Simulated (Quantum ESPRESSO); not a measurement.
Cu:

```
Cu
1.0
     0.00000    1.80750    1.80750
     1.80750    0.00000    1.80750
     1.80750    1.80750    0.00000
Cu
1
Direct
  0.00000 0.00000 0.00000
```

Base run:

```yaml
Program: Quantum ESPRESSO 7.5
Functional: PBE
Potentials_or_basis: Ansatz NC SR PBE
Cutoff: 1252 eV
Density_cutoff: 5007 eV
k_mesh: 10 × 10 × 10
Occupations: fermi-dirac, width 0.05 eV
Spin: no spin polarisation
```

Its results: band gap on the k mesh none (metal or under the smearing width); pressure 1.8 GPa.

Q: The run is repeated on the same cell with these changes: potentials or basis from Ansatz NC SR PBE to SSSP 1.3 efficiency PBE; cutoff from 1252 eV to 748 eV; density cutoff from 5007 eV to 5987 eV; k mesh from 10 × 10 × 10 to 13 × 13 × 13; valence electrons from 19 to 11. What comes out?

A: Band gap on the k mesh none (metal or under the smearing width); pressure 1.2 GPa.
